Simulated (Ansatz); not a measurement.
**TiCo2: tests of the settings**

Aim, for TiCo2: sweep the k-point mesh.

Computed with Ansatz 0.2.0 (DFT r2SCAN, scalar-relativistic, plane waves, PAW, unless a step's input says otherwise).

2 further runs of the same task are left out: 1 that didn't finish, 1 set aside as unsound or not needed. Runs told in other sessions of the task aren't counted.

## 1. The system as given

Symmetry: Fd-3m, No. 227, cubic system. Conventional cell: a = 6.704 Å, b = 6.704 Å, c = 6.704 Å, α = 90.00°, β = 90.00°, γ = 90.00°. Around Ti (site symmetry -43m) lie 12 Co at 2.78 Å and 4 Ti at 2.90 Å. Co (site symmetry -3m) has 6 Co at 2.37 Å and 6 Ti at 2.78 Å in its first shell of neighbours.

As a file:

```
Ti Co
1.0
     0.00000    3.35200    3.35200
     3.35200    0.00000    3.35200
     3.35200    3.35200    0.00000
Ti Co
2 4
Direct
  0.50000 0.50000 0.50000
  0.75000 0.75000 0.75000
  0.12500 0.12500 0.12500
  0.62500 0.12500 0.12500
  0.12500 0.12500 0.62500
  0.12500 0.62500 0.12500
```

Source of the structure: the Crystallography Open Database. It is taken as it stands there.

## 2. The base run, which the others are set against

Contents of input.yaml:

```yaml
crystal:
  lattice:
    - [0.0, 3.352, 3.352]
    - [3.352, 0.0, 3.352]
    - [3.352, 3.352, 0.0]
  atoms:
    - { symbol: Ti, position: [0.5, 0.5, 0.5], spin: -0.75 }
    - { symbol: Ti, position: [0.75, 0.75, 0.75], spin: -0.75 }
    - { symbol: Co, position: [0.125, 0.125, 0.125], spin: 1.7 }
    - { symbol: Co, position: [0.625, 0.125, 0.125], spin: 1.7 }
    - { symbol: Co, position: [0.125, 0.125, 0.625], spin: 1.7 }
    - { symbol: Co, position: [0.125, 0.625, 0.125], spin: 1.7 }
basis:
  ecutwfc: 500
kpoints:
  mp_grid: { grid: [10, 10, 10] }
hamiltonian:
  xc: r2scan
scf:
  occupations: { method: gaussian, width: 0.1 }
output:
  forces: true
  stress: true
  eigenvalues: true
  populations: true
  write_density: true
  write_potential: true
  elf: true
  volumetric_format: npy
magnetization:
  spin_polarized: true
```

Its results, from an earlier run: -4256.0563 eV/atom at zero smearing, pressure -1.32 GPa, largest force 0.000 eV/Å, no gap on the mesh, site moments Ti -0.67 (×2), Co +1.55 (×4) μB, in 23 SCF cycles and 2.3 min.

## 3. K-point mesh set to 1×1×1

Contents of input.yaml:

```yaml
crystal:
  lattice:
    - [0.0, 3.352, 3.352]
    - [3.352, 0.0, 3.352]
    - [3.352, 3.352, 0.0]
  atoms:
    - { symbol: Ti, position: [0.5, 0.5, 0.5], spin: -0.73 }
    - { symbol: Ti, position: [0.75, 0.75, 0.75], spin: -0.73 }
    - { symbol: Co, position: [0.125, 0.125, 0.125], spin: 1.71 }
    - { symbol: Co, position: [0.625, 0.125, 0.125], spin: 1.71 }
    - { symbol: Co, position: [0.125, 0.125, 0.625], spin: 1.71 }
    - { symbol: Co, position: [0.125, 0.625, 0.125], spin: 1.71 }
basis:
  ecutwfc: 500
kpoints:
  mp_grid: { grid: [1, 1, 1] }
hamiltonian:
  xc: r2scan
scf:
  occupations: { method: gaussian, width: 0.1 }
output:
  forces: true
  stress: true
  eigenvalues: true
  populations: true
magnetization:
  spin_polarized: true
```

On the command line:

```console
ansatz run input.yaml --threads 1 --pin off --max-ram 2560MiB --backend cpu --events-out ev --progress --plain --runs-dir out
```

## 4. K-point mesh: 2×2×2

Edit input.yaml of step 3 so:

```diff
@@ -15,3 +15,3 @@
 kpoints:
-  mp_grid: { grid: [1, 1, 1] }
+  mp_grid: { grid: [2, 2, 2] }
 hamiltonian:
```

## 5. K-point mesh set to 4×4×4

Edit input.yaml of step 4 so:

```diff
@@ -15,3 +15,3 @@
 kpoints:
-  mp_grid: { grid: [2, 2, 2] }
+  mp_grid: { grid: [4, 4, 4] }
 hamiltonian:
```

## 6. K-point mesh set to 6×6×6

Edit input.yaml of step 5 so:

```diff
@@ -15,3 +15,3 @@
 kpoints:
-  mp_grid: { grid: [4, 4, 4] }
+  mp_grid: { grid: [6, 6, 6] }
 hamiltonian:
```

## 7. K-point mesh: 8×8×8

Edit input.yaml of step 6 so:

```diff
@@ -15,3 +15,3 @@
 kpoints:
-  mp_grid: { grid: [6, 6, 6] }
+  mp_grid: { grid: [8, 8, 8] }
 hamiltonian:
```

## 8. K-point mesh: 12×12×12

Edit input.yaml of step 7 so:

```diff
@@ -15,3 +15,3 @@
 kpoints:
-  mp_grid: { grid: [8, 8, 8] }
+  mp_grid: { grid: [12, 12, 12] }
 hamiltonian:
@@ -25,2 +25,6 @@
   populations: true
+  write_density: true
+  write_potential: true
+  elf: true
+  volumetric_format: npy
 magnetization:
```

## 9. K-point mesh: 14×14×14

Edit input.yaml of step 8 so:

```diff
@@ -15,3 +15,3 @@
 kpoints:
-  mp_grid: { grid: [12, 12, 12] }
+  mp_grid: { grid: [14, 14, 14] }
 hamiltonian:
@@ -25,6 +25,2 @@
   populations: true
-  write_density: true
-  write_potential: true
-  elf: true
-  volumetric_format: npy
 magnetization:
```

## 10. K-point mesh set to 16×16×16

Edit input.yaml of step 9 so:

```diff
@@ -15,3 +15,3 @@
 kpoints:
-  mp_grid: { grid: [14, 14, 14] }
+  mp_grid: { grid: [16, 16, 16] }
 hamiltonian:
```

(Steps that only read results are left out.)

**Question.** What does this series show?

The runs gave:

```
                                               quantity                      value
k-point mesh: within 10 and 1 meV/atom of 16×16×16 from  4×4×4 for 10; 4×4×4 for 1
```

In words: For the k-point mesh, the energy stays within 1 meV/atom of the reference from 4×4×4 on, at about 0.077 of the reference's time. The reference is only the best run made, not a proven limit. The gaps on the coarsest meshes are artefacts of sampling: the crystal is a metal on the dense ones. The error changes sign along the series, since a k mesh isn't variational, and a metal needs dense meshes to resolve its Fermi surface. The cell's moment varies from 3.86 to 7.92 μB over the series. The magnetic state reached may not be the lowest one.
